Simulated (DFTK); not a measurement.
## HfN under changes of volume

One of the cells (11.482 Å³/atom); the others are scaled copies at fixed shape and fractional positions:

```
Hf N
1.0
     0.00000    2.25600    2.25600
     2.25600    0.00000    2.25600
     2.25600    2.25600    0.00000
Hf N
1 1
Direct
  0.00000 0.00000 0.00000
  0.50000 0.50000 0.50000
```

| Property | Result |
| --- | --- |
| Program | DFTK 0.8.2 |
| Functional | PBE |
| Potentials or basis | dojo.nc.sr.pbe.v0_4_1.standard.upf (PBE) |
| Cutoff | 1143 eV |
| k mesh | 10 × 10 × 10 |
| Occupations | fermi-dirac, width 0.05 eV |
| Spin | no spin polarisation |

```csv
volume (Å³/atom),energy over the lowest point (meV/atom),pressure (GPa)
10.793,71.96,26.5
11.023,39.52,18.9
11.252,17.38,12.1
11.482,4.51,6.0
11.712,0.00,0.4
11.941,?,?
12.171,12.83,-9.0
```

**Question.** What does the run at 11.941 Å³/atom give?

**Answer.** Energy over the lowest point 3.02 meV/atom; pressure -4.6 GPa.

Worked out: A Birch-Murnaghan fit of order 3 (a polynomial in V^(-2/3)) to the other rows has its minimum at 11.73 Å³/atom with B0 = V·E''(V) = 266 GPa and B' = 4.3. It gives 3.00 meV/atom at 11.941 Å³/atom, against the run's 3.02, and -dE/dV = -4.6 GPa, against -4.6.

Energies are extrapolated to zero smearing.
